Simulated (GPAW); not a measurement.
A run of GPAW 26.7.0:

File run.py:

```python
from ase import Atoms
from ase.filters import FrechetCellFilter
from ase.io import write
from ase.optimize import BFGS
from gpaw import GPAW, PW, setup_paths

setup_paths.insert(0, '.')

atoms = Atoms(['Ge', 'Ge', 'Si', 'Si'],
              cell=[[3.9044512986, 0.0, 0.0],
                    [-1.9522256493, 3.3813540124, 0.0],
                    [0.0, 0.0, 6.450783]],
              scaled_positions=[[0.3333333333, 0.6666666667, 0.000392],
                                [0.6666666667, 0.3333333333, 0.500392],
                                [0.3333333333, 0.6666666667, 0.374607],
                                [0.6666666667, 0.3333333333, 0.874607]],
              pbc=True)

calc = GPAW(mode=PW(600),
            xc='PBEsol',
            kpts={'size': (7, 7, 4), 'gamma': True},
            occupations={'name': 'fermi-dirac', 'width': 0.05},
            nbands=18,
            convergence={'density': 1e-05, 'forces': 0.0001},
            maxiter=150,
            txt='gpaw.txt')
atoms.calc = calc
opt = BFGS(FrechetCellFilter(atoms), trajectory='relax.traj', logfile='-')
done = opt.run(fmax=0.02, steps=60)
calc.write('gs.gpw')
write('result.traj', atoms)
print('Converged:', done)
print('Cell:', atoms.cell.cellpar().round(4))
print('Volume:', round(atoms.get_volume(), 4))
print(atoms.get_scaled_positions().round(5))
```

Potentials or basis: PAW data sets generated in the run's folder for this functional, pw.

Launch:

```console
$ gpaw-setup -f PBEsol Ge Si
$ OMP_NUM_THREADS=1 python run.py
```

Hardware: 1 thread of Arm Neoverse V2, on a shared host.

**Question.** Estimate the wall time of this run.

**Answer.** Run time: 53 s on 1 thread of Arm Neoverse V2, with other jobs on the host, peak memory 0.23 GiB. Counts: scf iterations 27, plane waves 2858, bands 18, k points 28, ion steps 3.
